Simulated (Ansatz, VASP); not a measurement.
Cr: VASP beside Ansatz

The input INCAR:

```
SYSTEM = Cr
ALGO = Normal
EDIFF = 1E-7
ENCUT = 520
GGA = PE
ISIF = 2
ISMEAR = -1
ISPIN = 2
LASPH = .True.
LCHARG = .False.
LMAXMIX = 4
LORBIT = 11
LREAL = .False.
LWAVE = .False.
MAGMOM = 3 3
NBANDS = 23
NELM = 120
PREC = Accurate
SIGMA = 0.05
```

File KPOINTS:

```
k-points
0
Gamma
  11 11 6
  0 0 0
```

Contents of POSCAR:

```
Cr
1.0
    2.7140000000      0.0000000000      0.0000000000
   -1.3570000000      2.3503929459      0.0000000000
    0.0000000000      0.0000000000      4.4100000000
Cr
2
Direct
    0.6666666667      0.3333333333      0.7500000000
    0.3333333333      0.6666666667      0.2500000000
```

Contents of input.yaml:

```yaml
crystal:
  lattice:
    - [2.714, 0.0, 0.0]
    - [-1.357, 2.3503929459, 0.0]
    - [0.0, 0.0, 4.41]
  atoms:
    - { symbol: Cr, position: [0.6666666667, 0.3333333333, 0.75], spin: 3.0 }
    - { symbol: Cr, position: [0.3333333333, 0.6666666667, 0.25], spin: 3.0 }
hamiltonian:
  xc: pbe
  pseudopotentials: { kind: paw }
magnetization:
  spin_polarized: true
kpoints:
  mp_grid: { grid: [11, 11, 6] }
scf:
  occupations: { method: fermi_dirac, width: 0.05 }
output:
  forces: true
  stress: true
  eigenvalues: true
```

This isn't the form of Cr at room conditions, which is bcc.

Alike in both runs: task single point; functional PBE; k mesh 11 × 11 × 6; occupations fermi-dirac, width 0.05 eV; collinear spin, ferromagnetic start.

```csv
,VASP,Ansatz
version,VASP 6.6.1,Ansatz 0.2.0
potentials or method,"VASP PAW PBE potentials, release 64 (Cr_pv)",Ansatz PAW
plane-wave cutoff (eV),520,420
valence electrons in the cell,24,28
```

|  | VASP | Ansatz | Ansatz less VASP |
| --- | --- | --- | --- |
| gap on the k mesh at the Fermi level (eV) | none | none | - |
| pressure (GPa) | -25.5 | -25.5 | +0.01 |
| largest component of the traceless stress (GPa) | 2.84 | 3.12 | +0.275 |
| net moment per atom (μB) | 0.88 | 0.86 | -0.025 |
| size of the moment on the site where the two differ most (μB) | 0.82 | 0.79 | -0.032 |

Site moments also hang on the region over which each program counts them. A gap of «none» marks a metal or a gap that the smearing closes. The two sets of potentials don't hold the same shells in valence.

Caveats: so large a pressure means that the cell lies far from this level's equilibrium, or that cutoff or potentials fall short.
